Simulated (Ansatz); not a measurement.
# C on a W(111) slab cut from the Fm-3m phase: a line through an energy map

How does the energy of C on a W(111) slab cut from the Fm-3m phase (3 atoms of substrate and one adsorbate in a 1 × 1 cell) vary with height of C4 above the plane of W3, at position of C4 along the long diagonal of the hexagonal surface cell, from above W3 = 2.20 Å?

Method: DFT PBE, scalar-relativistic, plane waves, PAW, in Ansatz 0.2.0.

25 further runs of the same task are left out: 25 set aside as unsound or not needed.

## (1) Starting point

Symmetry: Cm, No. 8, monoclinic system. Conventional cell: a = 4.944 Å, b = 2.855 Å, c = 21.697 Å, α = 90.00°, β = 90.00°, γ = 90.00°. W (site symmetry m) is surrounded by 9 W at 2.85 to 2.87 Å. W (site symmetry m) has 12 W at 2.85 to 2.87 Å as nearest neighbours. W (site symmetry m) has 2 C at 2.23 Å as nearest neighbours. C (site symmetry m) is surrounded by 2 W at 2.23 Å.

Coordinates:

```cif
data_structure
_symmetry_space_group_name_H-M 'P 1'
_symmetry_Int_Tables_number 1
_cell_length_a 2.8546
_cell_length_b 2.8546
_cell_length_c 21.6971
_cell_angle_alpha 90.000
_cell_angle_beta 90.000
_cell_angle_gamma 120.000
_cell_volume 153.12
loop_
_atom_site_label
_atom_site_type_symbol
_atom_site_fract_x
_atom_site_fract_y
_atom_site_fract_z
_atom_site_occupancy
W1 W 0.66667 0.33333 0.18436 1
W2 W 0.33333 0.66667 0.29260 1
W3 W 0.00000 0.00000 0.40084 1
C1 C 0.44444 0.55556 0.47873 1
```

This is the geometry of the first run shown, built on a cell relaxed beforehand with the same method.

## (2) What is varied

Atoms count from 1 in the order of the input.

C is moved along a line over the surface and along the normal, above a rigid substrate.

The axes are (1) position of C4 along the long diagonal of the hexagonal surface cell, from above W3: 9 values from 0.00 to 4.39 Å, periodic; (2) height of C4 above the plane of W3: 7 values from 1.27 to 4.13 Å.

Nothing else is relaxed. Points are written as (first, second).

## (3) Grid point (2.20 Å, 1.69 Å)

The cell repeats along c, and a dipole correction in the vacuum removes the field between the copies.

input.yaml

```yaml
crystal:
  lattice:
    - [2.8545944806, 0.0, 0.0]
    - [-1.4272972403, 2.4721513377, 0.0]
    - [0.0, 0.0, 21.697110821]
  atoms:
    - { symbol: W, position: [0.6666666667, 0.3333333333, 0.1843563428] }
    - { symbol: W, position: [0.3333333333, 0.6666666667, 0.2926027619] }
    - { symbol: W, position: [0.0, 0.0, 0.4008418859] }
    - { symbol: C, position: [0.4444444444, -0.4444444444, 0.4787324408] }
basis:
  ecutwfc: 420
kpoints:
  mp_grid: { grid: [9, 9, 1] }
hamiltonian:
  xc: pbe
scf:
  occupations: { method: gaussian, width: 0.1 }
output:
  forces: true
  eigenvalues: true
efield:
  axis: 3
  dipole_correction: true
  ramp_width: 0.04
```

Command:

```console
$ ansatz run input.yaml --threads 1 --pin off --max-ram 3072MiB --backend cpu --events-out ev --progress --plain --runs-dir out
```

What it wrote, shortened:

```text
Warning: RAYON_NUM_THREADS=1 ignored (pool sized by the plan → 1); use --threads N
[...]
Pseudopotentials: kind: paw
Pseudopotential: W, paw, valence charge 14, recommended cutoff 420 eV (normal), W.paw.azcp
Pseudopotential: C, paw, valence charge 4, recommended cutoff 420 eV (normal), C.paw.azcp
Functional definition: PBE
[...]
Crystal: 4 atoms, lattice volume = 153.116 Å³
Basis set: ecut = 420 eV, 2989 PW (Γ), exchange–correlation on 40×40×300 points (8 copies of the dense FFT grid, shifted against one another)
Bands: 28, of which v1, the nominal top of the filled ones, is band 23 counted from 1 (22 counted from 0)
Symmetry: 2 space group operations
Space group: Cm (ITA 8), of the structure as read, at distance tolerance 5.3e-5 Å
k-points: 25 of 81 (time reversal used)
[...]
SCF iter   1: F=—  HF=-31399.131179 eV  |F-HF|=—  |Δ(HF+E_count)|=         —  Δρ=1.18e-2  dr2=2.50e0  ethr=1.77e-3  p=-0.081 e·Å  D=-9.62e-2 V/Å  ΔV_dip=2.09 eV  dr2_dipole=6.00e-1  V_vac-E_F(+/−)=7.25/5.17 eV  ⟨swp⟩=7.3  Hψ=3653  notcnv=0
[...]
SCF iter   8: F=-31399.057228 eV  HF=-31399.057228 eV  |F-HF|=8.33e-9  |Δ(HF+E_count)|=   1.00e-7  Δρ=2.87e-6  dr2=3.05e-8  ethr=2.17e-10  p=-0.063 e·Å  D=-7.50e-2 V/Å  ΔV_dip=1.63 eV  dr2_dipole=2.33e-9  V_vac-E_F(+/−)=6.80/5.17 eV  ⟨swp⟩=10.4  Hψ=3602  notcnv=0
[...]
SCF converged after 8 iterations
Free energy (F): -31399.057228 eV
[...]
E sigma→0 (E₀):  -31399.046630 eV
Entropy (-TS):   -0.021196 eV (-5.299 meV/atom)
Fermi energy:    3.561280 eV
Dipole field:    D = -0.074900 V/Å  (p = -0.063378 e·Å, saw-weighted, corrected)
Work function:   Φ+ = 6.8000 eV   Φ− = 5.1749 eV
Levels:          The Fermi level and band energies are counted from a zero that moves with the ramp; work functions are not
[...]
--- Forces (eV/Å), atoms counted from 1 ---
  atom   1  W      0.03531434    -0.02038874    -0.01609057
  atom   2  W     -0.02561408     0.01478830     0.12571851
  atom   3  W     -0.44467317     0.25673218     3.44347234
  atom   4  C      0.43498182    -0.25113687    -3.55312888
[...]
--- Band table (eV; the first three rows and the last of 25) ---
  k-point 0: bands = ["-70.1905", "-70.0797", "-70.0311", "-34.7768", "-34.4277", "-34.0314", "-34.0110", "-34.0028", "-33.8646", "-33.8557", "-33.7699", "-33.7533", "-7.7057", "-4.3313", "-2.5046", "-1.9633", "2.1231", "2.3384", "2.5718", "2.8398", "3.1369", "3.2400", "3.5038", "3.5133", [...]
[...]
```

Wall time 12 s (1 thread of Arm Neoverse V1, shared host); peak memory 0.36 GiB.

This gives work function 6.80 eV (top face), 5.17 eV (bottom face); dipole along +c -0.063 e·Å per cell.

## (4) The run at (2.20 Å, 2.11 Å)

Changes to input.yaml since step 3:

```diff
@@ -9,3 +9,3 @@
     - { symbol: W, position: [0.0, 0.0, 0.4008418859] }
-    - { symbol: C, position: [0.4444444444, -0.4444444444, 0.4787324408] }
+    - { symbol: C, position: [0.4444444444, -0.4444444444, 0.4980898568] }
 basis:
```

Command:

```console
$ ansatz run input.yaml --threads 1 --pin off --max-ram 3072MiB --backend cpu --events-out ev --progress --plain --runs-dir out
```

What it wrote, shortened:

```text
Warning: RAYON_NUM_THREADS=1 ignored (pool sized by the plan → 1); use --threads N
[...]
[... 4 set-up lines as earlier in the session ...]
[...]
Crystal: 4 atoms, lattice volume = 153.116 Å³
Basis set: ecut = 420 eV, 2989 PW (Γ), exchange–correlation on 40×40×300 points (8 copies of the dense FFT grid, shifted against one another)
Bands: 28, of which v1, the nominal top of the filled ones, is band 23 counted from 1 (22 counted from 0)
[... 2 set-up lines as earlier in the session ...]
k-points: 25 of 81 (time reversal used)
[...]
SCF iter   9: F=-31397.709907 eV  HF=-31397.709907 eV  |F-HF|=3.75e-10  |Δ(HF+E_count)|=   4.14e-8  Δρ=1.89e-6  dr2=1.78e-8  ethr=2.17e-10  p=-0.075 e·Å  D=-8.91e-2 V/Å  ΔV_dip=1.93 eV  dr2_dipole=6.82e-10  V_vac-E_F(+/−)=6.97/5.04 eV  ⟨swp⟩=3.9  Hψ=2849  notcnv=0
[...]
SCF converged after 9 iterations
Free energy (F): -31397.709907 eV
[...]
E sigma→0 (E₀):  -31397.697344 eV
Entropy (-TS):   -0.025125 eV (-6.281 meV/atom)
Fermi energy:    3.589122 eV
Dipole field:    D = -0.089037 V/Å  (p = -0.075341 e·Å, saw-weighted, corrected)
Work function:   Φ+ = 6.9741 eV   Φ− = 5.0422 eV
Levels:          The Fermi level and band energies are counted from a zero that moves with the ramp; work functions are not
[...]
--- Forces (eV/Å), atoms counted from 1 ---
  atom   1  W      0.02501624    -0.01444313    -0.11064605
  atom   2  W     -0.07940240     0.04584300    -0.05430240
  atom   3  W     -0.12666564     0.07313044     3.06963914
  atom   4  C      0.18105283    -0.10453090    -2.90474467
[...]
--- Band table (eV; the first three rows and the last of 25) ---
[... band rows left out ...]
[...]
```

It took 12 s on 1 thread of Arm Neoverse V1, shared host; peak memory 0.36 GiB.

This gives work function 6.97 eV (top face), 5.04 eV (bottom face); dipole along +c -0.075 e·Å per cell.

## (5) Grid point (2.20 Å, 2.53 Å)

Changes to input.yaml since step 4:

```diff
@@ -9,3 +9,3 @@
     - { symbol: W, position: [0.0, 0.0, 0.4008418859] }
-    - { symbol: C, position: [0.4444444444, -0.4444444444, 0.4980898568] }
+    - { symbol: C, position: [0.4444444444, -0.4444444444, 0.5174472728] }
 basis:
```

Command:

```console
$ ansatz run input.yaml --threads 1 --pin off --max-ram 3072MiB --backend cpu --events-out ev --progress --plain --runs-dir out
```

What it wrote, shortened:

```text
Warning: RAYON_NUM_THREADS=1 ignored (pool sized by the plan → 1); use --threads N
[...]
[... 4 set-up lines as earlier in the session ...]
[...]
Crystal: 4 atoms, lattice volume = 153.116 Å³
Basis set: ecut = 420 eV, 2989 PW (Γ), exchange–correlation on 40×40×300 points (8 copies of the dense FFT grid, shifted against one another)
Bands: 28, of which v1, the nominal top of the filled ones, is band 23 counted from 1 (22 counted from 0)
[... 2 set-up lines as earlier in the session ...]
k-points: 25 of 81 (time reversal used)
[...]
SCF iter  10: F=-31396.583506 eV  HF=-31396.583506 eV  |F-HF|=1.53e-8  |Δ(HF+E_count)|=   3.97e-8  Δρ=2.60e-6  dr2=2.34e-8  ethr=2.17e-10  p=-0.058 e·Å  D=-6.89e-2 V/Å  ΔV_dip=1.50 eV  dr2_dipole=7.28e-9  V_vac-E_F(+/−)=6.54/5.05 eV  ⟨swp⟩=4.1  Hψ=2239  notcnv=0
[...]
SCF converged after 10 iterations
Free energy (F): -31396.583506 eV
[...]
E sigma→0 (E₀):  -31396.568421 eV
Entropy (-TS):   -0.030171 eV (-7.543 meV/atom)
Fermi energy:    3.744370 eV
Dipole field:    D = -0.068788 V/Å  (p = -0.058206 e·Å, saw-weighted, corrected)
Work function:   Φ+ = 6.5407 eV   Φ− = 5.0482 eV
Levels:          The Fermi level and band energies are counted from a zero that moves with the ramp; work functions are not
[...]
--- Forces (eV/Å), atoms counted from 1 ---
  atom   1  W     -0.00589482     0.00340338    -0.08787703
  atom   2  W     -0.06111367     0.03528400    -0.05295406
  atom   3  W      0.08774015    -0.05065680     2.51193463
  atom   4  C     -0.02073182     0.01196952    -2.37112929
[...]
--- Band table (eV; the first three rows and the last of 25) ---
[... band rows left out ...]
[...]
```

Run time: 15 s. Hardware: 1 thread of Arm Neoverse V1, shared host; peak memory 0.36 GiB.

Read from this run: work function 6.54 eV (top face), 5.05 eV (bottom face); dipole along +c -0.058 e·Å per cell.

## (6) The run at (2.20 Å, 2.93 Å)

Changes to input.yaml since step 5:

```diff
@@ -9,3 +9,3 @@
     - { symbol: W, position: [0.0, 0.0, 0.4008418859] }
-    - { symbol: C, position: [0.4444444444, -0.4444444444, 0.5174472728] }
+    - { symbol: C, position: [0.4444444444, -0.4444444444, 0.535882907] }
 basis:
```

Command:

```console
$ ansatz run input.yaml --threads 1 --pin off --max-ram 3072MiB --backend cpu --events-out ev --progress --plain --runs-dir out
```

What it wrote, shortened:

```text
[...]
SCF converged after 10 iterations
Free energy (F): -31395.807654 eV
[...]
E sigma→0 (E₀):  -31395.792110 eV
Entropy (-TS):   -0.031087 eV (-7.772 meV/atom)
Fermi energy:    3.883292 eV
Dipole field:    D = -0.047425 V/Å  (p = -0.040129 e·Å, saw-weighted, corrected)
Work function:   Φ+ = 6.1191 eV   Φ− = 5.0901 eV
Levels:          The Fermi level and band energies are counted from a zero that moves with the ramp; work functions are not
[...]
--- Forces (eV/Å), atoms counted from 1 ---
  atom   1  W     -0.00898007     0.00518464    -0.03385353
  atom   2  W     -0.03059008     0.01766119     0.02211747
  atom   3  W      0.09564341    -0.05521975     1.55583383
  atom   4  C     -0.05607311     0.03237383    -1.54408548
[...]
--- Band table (eV; the first three rows and the last of 25) ---
  k-point 0: bands = ["-69.9635", "-69.7690", "-69.7105", "-34.5378", "-34.1974", "-33.7297", "-33.6788", "-33.6778", "-33.5514", "-33.5445", "-33.4246", "-33.4225", "-6.1403", "-4.2553", "-2.5272", "-1.6879", "1.8843", "2.7327", "2.8535", "3.3714", "3.3730", "3.6761", "3.6788", "3.9451", [...]
[...]
```

Wall time 13 s (1 thread of Arm Neoverse V1, shared host); peak memory 0.36 GiB.

This gives work function 6.12 eV (top face), 5.09 eV (bottom face); dipole along +c -0.040 e·Å per cell.

## (7) Grid point (2.20 Å, 3.43 Å)

Changes to input.yaml since step 6:

```diff
@@ -9,3 +9,3 @@
     - { symbol: W, position: [0.0, 0.0, 0.4008418859] }
-    - { symbol: C, position: [0.4444444444, -0.4444444444, 0.535882907] }
+    - { symbol: C, position: [0.4444444444, -0.4444444444, 0.5589274499] }
 basis:
```

Command:

```console
$ ansatz run input.yaml --threads 1 --pin off --max-ram 3072MiB --backend cpu --events-out ev --progress --plain --runs-dir out
```

What it wrote, shortened:

```text
[...]
SCF converged after 11 iterations
Free energy (F): -31395.227133 eV
[...]
E sigma→0 (E₀):  -31395.208105 eV
Entropy (-TS):   -0.038056 eV (-9.514 meV/atom)
Fermi energy:    3.968097 eV
Dipole field:    D = -0.032510 V/Å  (p = -0.027509 e·Å, saw-weighted, corrected)
Work function:   Φ+ = 5.8554 eV   Φ− = 5.1500 eV
Levels:          The Fermi level and band energies are counted from a zero that moves with the ramp; work functions are not
[...]
--- Forces (eV/Å), atoms counted from 1 ---
  atom   1  W     -0.00749468     0.00432706    -0.00867431
  atom   2  W     -0.01277988     0.00737847     0.09745956
  atom   3  W      0.04120719    -0.02379098     0.72669650
  atom   4  C     -0.02093193     0.01208505    -0.81550868
[...]
--- Band table (eV; the first three rows and the last of 25) ---
  k-point 0: bands = ["-69.8136", "-69.6965", "-69.6316", "-34.4385", "-34.0959", "-33.6461", "-33.5399", "-33.5361", "-33.4666", "-33.4632", "-33.3461", "-33.3459", "-6.0674", "-4.1883", "-2.4500", "-1.6039", "2.0595", "2.8003", "2.9384", "3.4580", "3.4581", "3.7877", "3.7877", "4.0373", [...]
[...]
```

Wall time 14 s (1 thread of Arm Neoverse V1, shared host); peak memory 0.36 GiB.

From the log: work function 5.86 eV (top face), 5.15 eV (bottom face); dipole along +c -0.028 e·Å per cell.

## (8) The run at (2.20 Å, 4.13 Å)

Changes to input.yaml since step 7:

```diff
@@ -9,3 +9,3 @@
     - { symbol: W, position: [0.0, 0.0, 0.4008418859] }
-    - { symbol: C, position: [0.4444444444, -0.4444444444, 0.5589274499] }
+    - { symbol: C, position: [0.4444444444, -0.4444444444, 0.5911898099] }
 basis:
```

Command:

```console
$ ansatz run input.yaml --threads 1 --pin off --max-ram 3072MiB --backend cpu --events-out ev --progress --plain --runs-dir out
```

What it wrote, shortened:

```text
[...]
SCF converged after 10 iterations
Free energy (F): -31394.895390 eV
[...]
E sigma→0 (E₀):  -31394.873541 eV
Entropy (-TS):   -0.043698 eV (-10.925 meV/atom)
Fermi energy:    3.940432 eV
Dipole field:    D = -0.038052 V/Å  (p = -0.032198 e·Å, saw-weighted, corrected)
Work function:   Φ+ = 5.9927 eV   Φ− = 5.1670 eV
Levels:          The Fermi level and band energies are counted from a zero that moves with the ramp; work functions are not
Vacuum region:   at the solve's end the planar-averaged density reaches 1.53e-5 e/Å³ inside the ramp window [0.8217, 0.9539] (bound 1e-5 e/Å³); by the running means of the window's planes the mean density over a ramp is at most 1.46e-5 e/Å³, which is held to the bound (the quickstart, § [...]
--- Forces (eV/Å), atoms counted from 1 ---
  atom   1  W     -0.00212267     0.00122552    -0.09024820
  atom   2  W     -0.00140721     0.00081245     0.09884271
  atom   3  W      0.00629737    -0.00363579     0.21832999
  atom   4  C     -0.00276759     0.00159787    -0.22690399
[...]
--- Band table (eV; the first three rows and the last of 25) ---
  k-point 0: bands = ["-69.7558", "-69.7096", "-69.6608", "-34.4286", "-34.0721", "-33.6574", "-33.5372", "-33.5367", "-33.4295", "-33.4295", "-33.3813", "-33.3808", "-6.0500", "-4.2114", "-2.4619", "-1.6209", "2.3684", "2.7864", "2.9226", "3.4381", "3.4382", "3.7931", "3.7932", "3.8756", [...]
[...]
```

It took 12 s on 1 thread of Arm Neoverse V1, shared host; peak memory 0.36 GiB.

This gives work function 5.99 eV (top face), 5.17 eV (bottom face); dipole along +c -0.032 e·Å per cell.

## (9) Results

```
height of C4 above the plane of W3 (Å)  step  energy (eV)  slope (eV per Å)  work function of the top face (eV)  dipole moment (e·Å)
                                  1.69     3         0.00              3.55                                6.80               −0.063
                                  2.11     4         1.35              2.90                                6.97               −0.075
                                  2.53     5         2.47              2.37                                6.54               −0.058
                                  2.93     6         3.25              1.54                                6.12               −0.040
                                  3.43     7         3.83              0.82                                5.86               −0.028
                                  4.13     8         4.16              0.23                                5.99               −0.032
```

Energies count from the lowest point of the line. Slopes come from the forces (and the stress, where the cell changes), not from differences of energies.

The energy is lowest at the end of the line, 1.69 Å, so the minimum along this coordinate may lie outside the range. The highest point computed, at 4.13 Å, lies 4.16 eV above the lowest. This is one cut through a surface in two coordinates; the map's lowest point lies off it. The host is rigid and the atom is kept to this plane, so wells and barriers of the map are not those of diffusion. The runs have no spin polarisation; an open-shell atom or a torn bond's fragment regains its moment more than about 2.3 Å from its partners, so points where that holds lie too high, by up to some tenths of an eV; an intact closed-shell molecule is not affected. The runs treat W without spin-orbit coupling.
